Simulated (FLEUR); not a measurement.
# Ir (Fm-3m) in FLEUR: a series of runs, part 2 of 2

FLEUR MaX-R8.1 (later development tree).

### 5 Equation of state, r2SCAN, 14.06 Å³/atom

File inp.xml:

```xml
<?xml version="1.0" encoding="UTF-8" standalone="no"?>
<fleurInput fleurInputVersion="0.39">
   <comment>
      Ir                                                                                                  
   </comment>
   <calculationSetup>
      <cutoffs Kmax="4.22" Gmax="13.1" GmaxXC="13.1" numbands="0"/>
      <scfLoop itmax="80" minDistance="0.0001" maxIterBroyd="30" imix="Anderson" alpha="0.05" precondParam="0.0" spinf="2.0" sdNocoIR="T"/>
      <coreElectrons ctail="F" frcor="F" kcrel="0" coretail_lmax="0"/>
      <xcFunctional name="LibXC" relativisticCorrections="F">
         <LibXCName exchange="mgga_x_r2scan" correlation="mgga_c_r2scan"/>
         <AuxGGA exchange="117" correlation="130"/>
      </xcFunctional>
      <magnetism jspins="1"/>
      <soc l_soc="F" theta="0.0" phi="0.0" spav="F"/>
      <expertModes spex="0" secvar="F"/>
      <geometryOptimization l_f="F" forcealpha="1.0" forcemix="BFGS" epsdisp="0.00001" epsforce="0.00001"/>
      <ldaU l_linMix="F" mixParam="0.05" spinf="1.0"/>
   </calculationSetup>
   <cell>
      <bzIntegration valenceElectrons="31.0" mode="hist" fermiSmearingEnergy="0.00183747">
         <kPointListSelection listName="default-1"/>
         <!-- k-points included here -->
         <xi:include xmlns:xi="http://www.w3.org/2001/XInclude" href="kpts.xml"> </xi:include>
      </bzIntegration>
      <!-- symmetry operations included here -->
      <xi:include xmlns:xi="http://www.w3.org/2001/XInclude" href="sym.xml"> </xi:include>
      <bulkLattice scale="1.0000000000">
         <bravaisMatrix>
            <row-1>    0.0000000000000000     3.6199593642837598     3.6199593642837598</row-1>
            <row-2>    3.6199593642837598     0.0000000000000000     3.6199593642837598</row-2>
            <row-3>    3.6199593642837598     3.6199593642837598     0.0000000000000000</row-3>
         </bravaisMatrix>
      </bulkLattice>
   </cell>
   <atomSpecies>
      <species name="Iridium (Ir)" element="Ir" atomicNumber="77">
         <mtSphere radius="2.32" gridPoints="783" logIncrement="0.017"/>
         <atomicCutoffs lmax="9" lnonsphr="9"/>
         <electronConfig flipSpins="F">
            <coreConfig>(1s1/2) (2s1/2) (2p1/2) (2p3/2) (3s1/2) (3p1/2) (3p3/2) (4s1/2) (3d3/2) (3d5/2) (4p1/2) (4p3/2) (4d3/2) (4d5/2)</coreConfig>
            <valenceConfig>(4f5/2) (4f7/2) (5s1/2) (5p1/2) (5p3/2) (6s1/2) (5d3/2) (5d5/2)</valenceConfig>
            <stateOccupation state="(5d3/2)" spinUp="1.400000" spinDown="1.400000"/>
            <stateOccupation state="(5d5/2)" spinUp="2.100000" spinDown="2.100000"/>
         </electronConfig>
         <energyParameters s="6" p="6" d="5" f="5"/>
         <lo type="SCLO" l="0" n="5" eDeriv="0"/>
         <lo type="SCLO" l="0" n="5" eDeriv="1"/>
         <lo type="SCLO" l="1" n="5" eDeriv="0"/>
         <lo type="SCLO" l="1" n="5" eDeriv="1"/>
         <lo type="SCLO" l="3" n="4" eDeriv="0"/>
         <lo type="SCLO" l="3" n="4" eDeriv="1"/>
         <lo type="SCLO" l="2" n="5" eDeriv="2"/>
      </species>
   </atomSpecies>
   <atomGroups>
      <atomGroup species="Iridium (Ir)">
         <relPos label="                   1">.0000000000 .0000000000 .0000000000</relPos>
         <force calculate="T" relaxXYZ="TTT"/>
      </atomGroup>
   </atomGroups>
   <output dos="F" band="F" slice="F">
      <checks vchk="F" cdinf="F"/>
      <bandDOS minEnergy="-.5*Htr" maxEnergy="0.5*Htr" sigma="0.015" storeEVData="T"/>
      <vacuumDOS vacdos="F" integ="F" star="F" nstars="0" locx1="0.0" locy1="0.0" locx2="0.0" locy2="0.0" nstm="0" tworkf="0.0"/>
      <unfoldingBand unfoldBand="F" supercellX="1" supercellY="1" supercellZ="1"/>
      <plotting iplot="0" polar="F">
         <plot TwoD="T" vec1="  1.0  0.0  0.0" vec2="  0.0  1.0  0.0" vec3="  0.0  0.0  1.0" zero="  0.0  0.0  0.0" file="plot"/>
      </plotting>
      <chargeDensitySlicing numkpt="0" minEigenval="0.0" maxEigenval="0.0" nnne="0" pallst="F"/>
      <specialOutput eonly="F"/>
      <moessbauerParams electricFieldGradient="T" isomerShift="T" coreHyperfine="T" valenceHyperfine="T"/>
      <magneticCircularDichroism mcd="F" energyLo="-10.0" energyUp="0.0"/>
   </output>
  <!-- We include the file relax.xml here to enable relaxations (see documentation) -->
  <xi:include xmlns:xi="http://www.w3.org/2001/XInclude" href="relax.xml"> <xi:fallback/> </xi:include>
</fleurInput>
```

Command:

```
> inpgen -f crystal.txt -profile fastHighL
> # inp.xml edited to the form shown
> fleur_MPI
```

Run time: 17 s. Hardware: 1 thread of Arm Neoverse V2, shared host; peak memory 0.09 GiB.

Results (log left out):

* Free energy: -485901.3171 eV
* Band gap on the k mesh: none (metal or under the smearing width)
* Valence electrons inside the program's atomic spheres: Ir 28.82 (radii Ir 2.32 bohr)

Caveat: the meta-GGA is that of a development version, with a GGA for the radial functions and cores and without core tails.

### 6 Equation of state, r2SCAN, 14.62 Å³/atom (volume scaled by 1.04)

inp.xml, as its differences from that of step 5:

```diff
@@ -27,3 +27,3 @@
       <xi:include xmlns:xi="http://www.w3.org/2001/XInclude" href="sym.xml"> </xi:include>
-      <bulkLattice scale="1.0000000000">
+      <bulkLattice scale="1.0131594038">
          <bravaisMatrix>
```

Potentials or basis: all-electron, FLAPW.

Command:

```
> inpgen -f crystal.txt -profile fastHighL
> # inp.xml edited to the form shown
> fleur_MPI
```

Run time: 17 s. Hardware: 1 thread of Arm Neoverse V2, shared host; peak memory 0.09 GiB.

The run converged. Its results:

```
Free energy                                           : -485901.3045 eV
Band gap on the k mesh                                : none (metal or under the smearing width)
Valence electrons inside the program's atomic spheres : Ir 28.75 (radii Ir 2.32 bohr)
```

Caveat: the meta-GGA is that of a development version, with a GGA for the radial functions and cores and without core tails.

### 7 Equation of state, r2SCAN, 14.90 Å³/atom (volume scaled by 1.06)

inp.xml, as its differences from that of step 6:

```diff
@@ -27,3 +27,3 @@
       <xi:include xmlns:xi="http://www.w3.org/2001/XInclude" href="sym.xml"> </xi:include>
-      <bulkLattice scale="1.0131594038">
+      <bulkLattice scale="1.0196128224">
          <bravaisMatrix>
```

Command:

```
> inpgen -f crystal.txt -profile fastHighL
> # inp.xml edited to the form shown
> fleur_MPI
```

It took 17 s on 1 thread of Arm Neoverse V2, shared host; peak memory 0.09 GiB.

It converged, with:

| Item | Value |
| --- | --- |
| Free energy | -485901.2811 eV |
| Band gap on the k mesh | none (metal or under the smearing width) |
| Valence electrons inside the program's atomic spheres | Ir 28.72 (radii Ir 2.32 bohr) |

Caveat: the meta-GGA is that of a development version, with a GGA for the radial functions and cores and without core tails.

### 8 Equation of state, r2SCAN

No new run: the results of the series are fitted here.

Results:

| Property | Result |
| --- | --- |
| Equilibrium volume | 14.20 Å³/atom |
| Bulk modulus | 379 GPa |

Energy against volume, from the lowest point:
| volume (Å³/atom) | energy (meV/atom) |
| --- | --- |
| 13.215 | 90.97 |
| 13.496 | 43.67 |
| 14.059 | 0.00 |
| 14.621 | 12.53 |
| 14.902 | 35.94 |

Caveat: the meta-GGA is that of a development version, with a GGA for the radial functions and cores and without core tails. Spin-orbit coupling is left out, which matters for the levels of Ir.
